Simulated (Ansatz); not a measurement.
# HfN: response to strain

Aim: deform HfN (equal xx and yy strain of +1 %) and compute stress, forces and field gradients with LAPW, PAW and all-electron datasets made for the crystal.

Program: Ansatz 0.2.0. Level of theory: DFT PBEsol, scalar-relativistic. These are calculated values, not measurements.

### Step 1. The system as given

The structure is cubic, space group Fm-3m (No. 225). Conventional cell: a = 4.518 Å, b = 4.518 Å, c = 4.518 Å, α = 90.00°, β = 90.00°, γ = 90.00°. Hf (site symmetry m-3m) has 6 N at 2.26 Å as nearest neighbours. N (site symmetry m-3m) is surrounded by 6 Hf at 2.26 Å.

Coordinates:

```cif
data_structure
_symmetry_space_group_name_H-M 'P 1'
_symmetry_Int_Tables_number 1
_cell_length_a 3.1947
_cell_length_b 3.1947
_cell_length_c 3.1947
_cell_angle_alpha 60.000
_cell_angle_beta 60.000
_cell_angle_gamma 60.000
_cell_volume 23.06
loop_
_atom_site_label
_atom_site_type_symbol
_atom_site_fract_x
_atom_site_fract_y
_atom_site_fract_z
_atom_site_occupancy
Hf1 Hf 0.00000 0.00000 0.00000 1
N1 N 0.50000 0.50000 0.50000 1
```

Atoms are numbered in the order of the input: Hf1, N2.

### Step 2. After the deformation

Space group Fm-3m before, I4/mmm after.

### Step 3. LAPW, all electrons

The input, input.yaml:

```yaml
crystal:
  lattice:
    - [0.0, 2.28159, 2.259]
    - [2.28159, 0.0, 2.259]
    - [2.28159, 2.28159, 0.0]
  atoms:
    - { symbol: Hf, position: [0.0, 0.0, 0.0] }
    - { symbol: "N", position: [0.5, 0.5, 0.5] }
kpoints:
  mp_grid: { grid: [10, 10, 10] }
  band_path:
    path:
      - [0.0, 0.0, 0.0]
      - [0.0, 0.5, 0.5]
      - [0.25, 0.75, 0.5]
      - [0.0, 0.5, 0.0]
      - [0.0, 0.0, 0.0]
      - [0.5, 0.5, 0.0]
      - [0.3775125, 0.6224875, 0.0]
      - [-0.3775125, 0.3775125, 0.0]
      - [0.0, 0.0, 0.0]
    npoints: 5
scf:
  occupations: { method: fermi_dirac, width: 0.01 }
hamiltonian:
  xc: pbesol
  pseudopotentials: { kind: all_electron, lapw: { basis_error: 0.0005 } }
output:
  forces: true
  stress: true
  eigenvalues: true
```

Run with:

```sh
$ ansatz run input.yaml --threads 1 --pin off --max-ram 3072MiB --backend cpu --events-out ev --progress --plain --runs-dir out
```

### Step 4. PAW on the default files

The input, input.yaml:

```yaml
crystal:
  lattice:
    - [0.0, 2.28159, 2.259]
    - [2.28159, 0.0, 2.259]
    - [2.28159, 2.28159, 0.0]
  atoms:
    - { symbol: Hf, position: [0.0, 0.0, 0.0] }
    - { symbol: "N", position: [0.5, 0.5, 0.5] }
kpoints:
  mp_grid: { grid: [10, 10, 10] }
scf:
  occupations: { method: fermi_dirac, width: 0.01 }
hamiltonian:
  xc: pbesol
  pseudopotentials: { kind: paw }
output:
  forces: true
  stress: true
  eigenvalues: true
  efg: { contact_densities: true }
```

### Step 5. All-electron PAW on datasets made for the crystal

Edit input.yaml of step 4 so:

```diff
@@ -14,3 +14,3 @@
   xc: pbesol
-  pseudopotentials: { kind: paw }
+  pseudopotentials: { kind: all_electron, datasets: crystal }
 output:
```

(Steps that only read results are left out.)

What does the calculation give? Wanted: pressure; largest shear or deviatoric stress.

**Answer**, as computed:

| quantity | value |
| --- | --- |
| pressure | LAPW -8.09, PAW -8.14, crystal datasets -8.09 GPa |
| largest shear or deviatoric stress (LAPW) | 2.73 GPa |

What this shows: The largest part of the stress beyond the pressure is 2.73 GPa in size, in the zz component; the atoms are carried along and not relaxed. No run of the undeformed cell stands beside it, so the pressure holds what the given cell had before the change. PAW: stress within 0.05 GPa of LAPW. Crystal datasets: stress within 0.01 GPa of LAPW. Spin-orbit coupling is left out, though the cell holds Hf; in elements this heavy it can shift bands and gaps by tenths of an eV. HfN has an odd count of electrons, so a run without spin can force a false metal and spoil its energy.
